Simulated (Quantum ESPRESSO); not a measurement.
A run of Quantum ESPRESSO 7.5 is set up as follows.

File pw.in:

```
&CONTROL
  calculation = 'scf'
  prefix = 'pwscf'
  outdir = './tmp'
  pseudo_dir = './pseudo'
  tprnfor = .true.
  tstress = .true.
  disk_io = 'nowf'
/
&SYSTEM
  ibrav = 0
  nat = 6
  ntyp = 2
  ecutwfc = 60
  ecutrho = 480
  nbnd = 37
  occupations = 'smearing'
  smearing = 'fd'
  degauss = 0.00367493
/
&ELECTRONS
  conv_thr = 1.2d-09
  electron_maxstep = 120
  mixing_beta = 0.5
/
ATOMIC_SPECIES
Ta   180.9479 Ta_pbe_v1.uspp.F.UPF
N     14.0070 N.pbe-n-radius_5.UPF
CELL_PARAMETERS angstrom
   5.1960000000    0.0000000000    0.0000000000
  -2.5980000000    4.4998679981    0.0000000000
   0.0000000000    0.0000000000    2.9110000000
ATOMIC_POSITIONS crystal
Ta     0.0045400000   -0.0067860000    0.0008540000
Ta     0.6575360000    0.3331150000    0.4950420000
Ta     0.3466800000    0.6746050000    0.4930330000
N      0.0059130000    0.3934290000    0.0172970000
N      0.6107830000    0.6134900000   -0.0239820000
N      0.4034880000    0.0027980000    0.0016810000
K_POINTS automatic
6 6 9 0 0 0
```

Potentials or basis: SSSP 1.3 efficiency PBE.

Run with:

```bash
$ OMP_NUM_THREADS=1 pw.x -in pw.in > pw.out
```

(1) Predict the band gap on the k mesh.

(2) Predict the largest force.

(3) What does it give for the pressure?

## Answers

(1) none (metal or under the smearing width).

(2) 2.080 eV/Å.

(3) 5.8 GPa.
